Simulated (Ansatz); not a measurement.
Crystal: F.

```
CELL_PARAMETERS angstrom
2.75000 -1.64000 0.00000
2.75000 1.64000 0.00000
-1.53601 0.00000 7.12002
ATOMIC_POSITIONS crystal
F 0.49500 0.49500 0.40000
F 0.50500 0.50500 0.60000
F 0.94960 0.94960 0.90040
F 0.05040 0.05040 0.09960
```

- Program: Ansatz 0.2.0
- Task: single point
- Functional: PBE
- Potentials or basis: Ansatz PAW
- Cutoff: 420 eV (not typed: the program's choice for these potentials)
- k mesh: 9 × 9 × 4
- Occupations: fermi-dirac, width 0.05 eV
- Spin: no spin polarisation

On this cell: pressure -1.3 GPa; largest force 0.918 eV/Å; band gap on the k mesh 2.34 eV, direct.

The same run follows on a disturbed copy (atoms moved at random, drawn with an rms of 0.05 Å):

```
CELL_PARAMETERS angstrom
2.75000 -1.64000 0.00000
2.75000 1.64000 0.00000
-1.53601 0.00000 7.12002
ATOMIC_POSITIONS crystal
F 0.49636 0.50163 0.40377
F 0.50914 0.51022 0.60278
F 0.95052 0.94682 0.90153
F 0.06099 0.03784 0.09370
```

Problem. What does the disturbed cell give?

Solution. The energy moves by -1.4 meV/atom; pressure 0.9 GPa; largest force 0.860 eV/Å; band gap on the k mesh 2.58 eV, direct.

Forces in eV/Å, atoms in the order of the input:
```
F   -0.121 -0.008  0.672
F    0.122  0.005 -0.694
F   -0.169  0.017 -0.822
F    0.169 -0.014  0.844
```

Stress tensor (GPa, compression positive):
```
 0.89 -0.01  0.92
-0.01  0.79 -0.05
 0.92 -0.05  1.07
```

Caveats: odd divisions of the mesh miss points on the zone boundary, where band edges often lie, so the gap on the mesh can be too wide.

A k mesh can miss the band edges.
